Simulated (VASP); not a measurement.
# As (P6_3/mmc) in VASP: further runs

One crystal, As, is run at these levels: BLYP; tasks: relaxation of cell and atoms, single point.

All numbers are computed with VASP 6.6.1; they aren't measurements. Logs are shortened: lines on timing, memory, paths and dates and some standing lists are left out, and cuts for length are marked.

## (1) Starting point

The structure is hexagonal, space group P6_3/mmc (No. 194). The conventional cell has a = 2.958 Å, b = 2.958 Å, c = 4.830 Å, α = 90.00°, β = 90.00°, γ = 120.00°. As (site symmetry -6m2) is surrounded by 12 As at 2.96 Å.

The cell was built by a generator and needn't be a form met in nature.

## (2) Relaxation of cell and atoms, BLYP

INCAR reads:

```
PREC = Accurate
ENCUT = 600
EDIFF = 1E-7
ISMEAR = -1
SIGMA = 0.1
LREAL = False
LASPH = True
NELM = 60
ALGO = Normal
ISIF = 3
LWAVE = False
LCHARG = False
GGA = B5
ALDAX = 1.0
AGGAX = 1.0
AGGAC = 1.0
ALDAC = 0.0
IBRION = 2
NSW = 80
EDIFFG = -0.01
```

KPOINTS reads:

```
Automatic mesh
0
Gamma
  12 12 7
```

POSCAR reads:

```
As
1.0
    2.9579811701      0.0000000000      0.0000000000
   -1.4789905850      2.5616868372      0.0000000000
    0.0000000000      0.0000000000      4.8303832507
As
2
Direct
    0.3333333333      0.6666666667      0.2500000000
    0.6666666667      0.3333333333      0.7500000000
```

Potentials or basis: VASP PAW PBE potentials, release 64 (As).

Run with:

```
cat potpaw_PBE.64/As/POTCAR > POTCAR
mpirun -np 1 vasp_std > vasp.out
```

OUTCAR:

```text
PREC = Accurate
   ENCUT = 600
   EDIFF = 1E-7
   ISMEAR = -1
   LREAL = False
   LASPH = True
   NELM = 60
   ISIF = 3
   GGA = B5
   IBRION = 2
   NSW = 80
   EDIFFG = -0.01

 ion  position               nearest neighbor table
   1  0.333  0.667  0.250-
   2  0.667  0.333  0.750-

  LATTYP: Found a hexagonal cell.
 ALAT       =     2.9579811701
 C/A-ratio  =     1.6330000000

  Lattice vectors:

 A1 = (   2.9579811701,   0.0000000000,   0.0000000000)
 A2 = (  -1.4789905850,   2.5616868372,   0.0000000000)
 A3 = (   0.0000000000,   0.0000000000,   4.8303832507)

Analysis of symmetry for initial positions (statically):
=====================================================================
 Subroutine PRICEL returns:
 Original cell was already a primitive cell.

 Routine SETGRP: Setting up the symmetry group for a
 hexagonal supercell.

 Subroutine GETGRP returns: Found 24 space group operations
 (whereof 12 operations were pure point group operations)
 out of a pool of 24 trial point group operations.

The static configuration has the point symmetry D_3d.
 The point group associated with its full space group is D_6h.

Analysis of symmetry for dynamics (positions and initial velocities):
=====================================================================
 Subroutine PRICEL returns:
 Original cell was already a primitive cell.

 Routine SETGRP: Setting up the symmetry group for a
 hexagonal supercell.

 Subroutine GETGRP returns: Found 24 space group operations
 (whereof 12 operations were pure point group operations)
 out of a pool of 24 trial point group operations.

The dynamic configuration has the point symmetry D_3d.
 The point group associated with its full space group is D_6h.

 Subroutine INISYM returns: Found 24 space group operations
 (whereof 12 operations are pure point group operations),
 and found     1 'primitive' translations

----------------------------------------------------------------------------------------

                                     Primitive cell

  volume of cell :      36.6018

  direct lattice vectors                    reciprocal lattice vectors
     2.957981170  0.000000000  0.000000000     0.338068413  0.195183889  0.000000000
    -1.478990585  2.561686837  0.000000000     0.000000000  0.390367779  0.000000000
     0.000000000  0.000000000  4.830383251     0.000000000  0.000000000  0.207022911

  length of vectors
     2.957981170  2.957981170  4.830383251     0.390367779  0.390367779  0.207022911

  position of ions in fractional coordinates (direct lattice)
     0.333333333  0.666666667  0.250000000
     0.666666667  0.333333333  0.750000000

  ion indices of the primitive-cell ions
   primitive index   ion index
                 1           1
                 2           2

----------------------------------------------------------------------------------------

 KPOINTS: Automatic mesh

Automatic generation of k-mesh.
 Grid dimensions read from file:
 generate k-points for:   12   12    7

 Generating k-lattice:

  Cartesian coordinates                     Fractional coordinates (reciprocal lattice)
     0.028172368  0.016265324  0.000000000     0.083333333  0.000000000  0.000000000
     0.000000000  0.032530648  0.000000000     0.000000000  0.083333333  0.000000000
     0.000000000  0.000000000  0.029574702     0.000000000  0.000000000  0.142857143

  Length of vectors
     0.032530648  0.032530648  0.029574702

  Shift w.r.t. Gamma in fractional coordinates (k-lattice)
     0.000000000  0.000000000  0.000000000

 Subroutine IBZKPT returns following result:
 ===========================================

 Found     76 irreducible k-points:

 Following reciprocal coordinates:
            Coordinates               Weight
  0.000000  0.000000  0.000000      1.000000
  0.083333  0.000000  0.000000      6.000000
  0.166667  0.000000  0.000000      6.000000
  0.250000  0.000000  0.000000      6.000000
  0.333333  0.000000  0.000000      6.000000
  0.416667  0.000000  0.000000      6.000000
[... 16 lines left out ...]
  0.250000  0.000000  0.142857     12.000000
  0.333333  0.000000  0.142857     12.000000
 [... further k-points ...]
   k-points           NKPTS =     76   k-points in BZ     NKDIM =     76   number of bands    NBANDS=      9
   number of dos      NEDOS =    301   number of ions     NIONS =      2
   total plane-waves  NPLWV =  23040
   dimension x,y,z NGX =    24 NGY =   24 NGZ =   40
   dimension x,y,z NGXF=    48 NGYF=   48 NGZF=   80
   ions per type =               2
   NGX,Y,Z   is equivalent  to a cutoff of  13.49, 13.49, 13.77 a.u.
   NGXF,Y,Z  is equivalent  to a cutoff of  26.98, 26.98, 27.53 a.u.
 SYSTEM =  unknown system
   PREC   = accura    normal or accurate (medium, high low for compatibility)
   ISTART =      0    job   : 0-new  1-cont  2-samecut
   ICHARG =      2    charge: 1-file 2-atom 10-const
   ISPIN  =      1    spin polarized calculation?
   LNONCOLLINEAR =      F non collinear calculations
   LSORBIT =      F    spin-orbit coupling
   LASPH  =      T    aspherical Exc in radial PAW
   ENCUT  =  600.0 eV  44.10 Ry    6.64 a.u.   5.91  5.91  9.65*2*pi/ulx,y,z
   NELM   =     60;   NELMIN=  2; NELMDL= -5     # of ELM steps
   EDIFF  = 0.1E-06   stopping-criterion for ELM
   LREAL  =      F    real-space projection
   EDIFFG = -.1E-01   stopping-criterion for IOM
   NSW    =     80    number of steps for IOM
   IBRION =      2    ionic relax: 0-MD 1-quasi-New 2-CG
   NFREE  =      1    steps in history (QN), initial steepest desc. (CG)
   ISIF   =      3    stress and relaxation
   ISYM   =      2    0-nonsym 1-usesym 2-fastsym
   POTIM  = 0.5000    time-step for ionic-motion
   TEBEG  =    0.0;   TEEND  =   0.0 temperature during run
   PSTRESS=    0.0 pullay stress
   NELECT =      10.0000    total number of electrons
   NUPDOWN=      -1.0000    fix difference up-down
   EMIN   =  10.00;   EMAX   =-10.00  energy-range for DOS
   EFERMI =   0.00;   METHOD = LEGACY
   ISMEAR =    -1;   SIGMA  =   0.10  broadening in eV -4-tet -1-fermi 0-gaus
   EFERMI_NEDOS =   21; number of points for ismear=-14 and -15
   IALGO  =     38    algorithm
   IMIX   =      4    mixing-type and parameters
     AMIX     =   0.40;   BMIX     =  1.00
     AMIX_MAG =   1.60;   BMIX_MAG =  1.00
  volume/ion in A,a.u.               =      18.30       123.50
  Fermi-wavevector in a.u.,A,eV,Ry     =   1.062284  2.007425 15.353447  1.128447
  Thomas-Fermi vector in A             =   2.197729
   LORBIT       =      0    0 simple, 1 ext, 2 COOP (PROOUT), +10 PAW based schemes
   GGA     = B5    functional components
   LHFCALC =     F    Hartree Fock is set to
   AEXX    =    0.0000 exact exchange contribution
   IVDW    =     0    specifies the selected vdW correction
   LEPSILON=     F    determine dielectric tensor
   LRPA    =     F    only Hartree local field effects (RPA)
 conjugate gradient relaxation of ions
 non-spin polarized calculation
  energy-cutoff  :      600.00
  volume of cell :       36.60
 maximum number of plane-waves:      1244
 NGX is ok and might be reduce to    24
   NGX = 11   NGY = 11   NGZ = 19

--------------------------------------- Ionic step        1  -------------------------------------------

 number of electron      10.0000001 magnetization

 Free energy of the ion-electron system (eV)
  ---------------------------------------------------
  ext. energy  EPLUGINS =         0.00000000
  ---------------------------------------------------
  free energy    TOTEN  =        -6.42222854 eV

  energy without entropy =       -6.38330077  energy(sigma->0) =       -6.40276466

 E-fermi :   7.4962     XC(G=0): -10.2522

 val. band max:        7.4889678796   @ k =   0.3333   0.2500   0.0000
 cond. band min:       7.5257687097   @ k =   0.3333   0.0833   0.1429
 fundamental gap:      0.0368008300
 Fermi energy:         7.4962427060

 k-point     1 :       0.0000    0.0000    0.0000
  band No.  band energies     occupation
      1      -8.0265      2.00000
      2      -3.4614      2.00000
      3       0.5453      2.00000
      4      11.4976      0.00000
      5      11.4976      0.00000
      6      13.2260      0.00000
      7      13.2260      0.00000
      8      13.4142      0.00000
      9      17.3471      0.00000
[... 674 lines left out ...]
  FREE ENERGIE OF THE ION-ELECTRON SYSTEM (eV)
  ---------------------------------------------------
  free  energy   TOTEN  =        -6.6469760424 eV

  energy  without entropy=       -6.5997965196  energy(sigma->0) =       -6.62338628

[... ionic steps 4 to 9 ...]

--------------------------------------- Ionic step       10  -------------------------------------------

 number of electron      10.0000001 magnetization

------------------------ aborting loop because EDIFF is reached ----------------------------------------

  FORCE on cell =-STRESS in cart. coord.  units (eV):
  Direction    XX          YY          ZZ          XY          YZ          ZX
  --------------------------------------------------------------------------------------
  -------------------------------------------------------------------------------------
  Total       -0.0402924     -0.0402924     -0.0116081     -0.0000000      0.0000000      0.0000000
  in kB       -1.4962043     -1.4962043     -0.4310526     -0.0000000      0.0000000      0.0000000
  external PRESSURE =      -1.1411537 kB  Pullay stress =       0.0000000 kB
[... 57 lines left out ...]
  energy  without entropy=       -6.6555567697  energy(sigma->0) =       -6.67087718

--------------------------------------- Ionic step       12  -------------------------------------------

 number of electron      10.0000001 magnetization

 Free energy of the ion-electron system (eV)
  ---------------------------------------------------
  ext. energy  EPLUGINS =         0.00000000
  ---------------------------------------------------
  free energy    TOTEN  =        -6.68651322 eV

  energy without entropy =       -6.65562154  energy(sigma->0) =       -6.67106738

 E-fermi :   5.6494     XC(G=0):  -9.5442

 val. band max:        5.6260716462   @ k =   0.2500   0.2500   0.0000
 cond. band min:       5.6898844135   @ k =   0.1667   0.0833   0.2857
 fundamental gap:      0.0638127672
 Fermi energy:         5.6494040221

 k-point     1 :       0.0000    0.0000    0.0000
  band No.  band energies     occupation
      1      -8.4924      2.00000
      2      -5.7611      2.00000
      3      -0.2257      2.00000
      4       9.0299      0.00000
      5       9.9108      0.00000
      6       9.9108      0.00000
      7      10.9123      0.00000
      8      10.9123      0.00000
      9      15.9775      0.00000
[... 305 lines left out ...]
  FREE ENERGIE OF THE ION-ELECTRON SYSTEM (eV)
  ---------------------------------------------------
  free  energy   TOTEN  =        -6.6865132227 eV

  energy  without entropy=       -6.6556215375  energy(sigma->0) =       -6.67106738

 reached required accuracy - stopping structural energy minimisation
```

Run time: 4.4 min. Hardware: 1 thread of AMD EPYC 7R43 (Zen 3), shared host; peak memory 0.15 GiB.

What came out:

- Free energy: -6.6865 eV
- Relaxed volume: 21.53 Å³/atom
- Relaxed cell: a = 3.021 Å, b = 3.021 Å, c = 5.448 Å, α = 90.00°, β = 90.00°, γ = 120.00°
- Space group after relaxing (to 0.05 Å): P6_3/mmc (No. 194)
- Energy gained by relaxing: 132.1 meV/atom
- Ionic steps: 12
- Pressure after relaxing: 0.0 GPa
- Band gap on the k mesh: none (metal or under the smearing width)

Step by step:
| step | energy change (eV) | largest force (eV/Å) | pressure (GPa) | volume (Å³) |
| --- | --- | --- | --- | --- |
| 1 | 0.0000 | 0.0000 | 13.47 | 36.60 |
| 2 | -0.1969 | 0.0000 | -3.20 | 45.38 |
| 3 | -0.2247 | 0.0000 | 0.09 | 42.70 |
| 4 | -0.2247 | 0.0000 | -0.10 | 42.83 |
| 5 | -0.2267 | 0.0000 | -0.10 | 42.86 |
| 6 | -0.2364 | 0.0000 | -0.12 | 42.95 |
| 7 | -0.2583 | 0.0000 | -0.20 | 43.08 |
| 8 | -0.2458 | 0.0000 | 0.53 | 43.20 |
| 9 | -0.2643 | 0.0000 | -0.10 | 43.15 |
| 10 | -0.2643 | 0.0000 | -0.11 | 43.15 |
| 11 | -0.2640 | 0.0000 | 0.39 | 42.81 |
| 12 | -0.2643 | 0.0000 | 0.00 | 43.07 |

Final structure:
```
As
1.0
     3.02140    0.00000    0.00000
    -1.51070    2.61661    0.00000
     0.00000    0.00000    5.44757
As
2
Direct
  0.33333 0.66667 0.25000
  0.66667 0.33333 0.75000
```

Caveat: the volume moved by over 15 % at a fixed basis, so the end points are rough; the PAW data sets were made with another functional, which shifts forces and pressure a little.

(Part 1 of 3 ends here.)
